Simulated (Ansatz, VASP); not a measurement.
GaAs in VASP and in Ansatz

```
CELL_PARAMETERS angstrom
0.00000 2.80169 2.80169
2.80169 0.00000 2.80169
2.80169 2.80169 0.00000
ATOMIC_POSITIONS crystal
Ga 0.00000 0.00000 0.00000
As 0.75000 0.75000 0.75000
```

Alike in both runs: task single point; functional LDA; k mesh 12 × 12 × 12; occupations gaussian, width 0.02 eV; no spin polarisation.

```csv
,VASP,Ansatz
version,VASP 6.6.1,Ansatz 0.2.0
potentials or method,"VASP PAW LDA potentials, release 64 (Ga_d, As)","scalar-relativistic, plane waves, PAW"
plane-wave cutoff (eV),520,420
valence electrons in the cell,18,28
```

```csv
,VASP,Ansatz,Ansatz less VASP
gap on the k mesh at the Fermi level (eV),0.54,0.49,-0.049
least direct gap on the mesh (eV),0.54,0.49,-0.049
pressure (GPa),0.3,0.0,-0.32
```

The two sets of potentials don't hold the same shells in valence.

A k mesh can miss the band edges. LDA gaps usually lie below the measured ones, often by a third to a half.
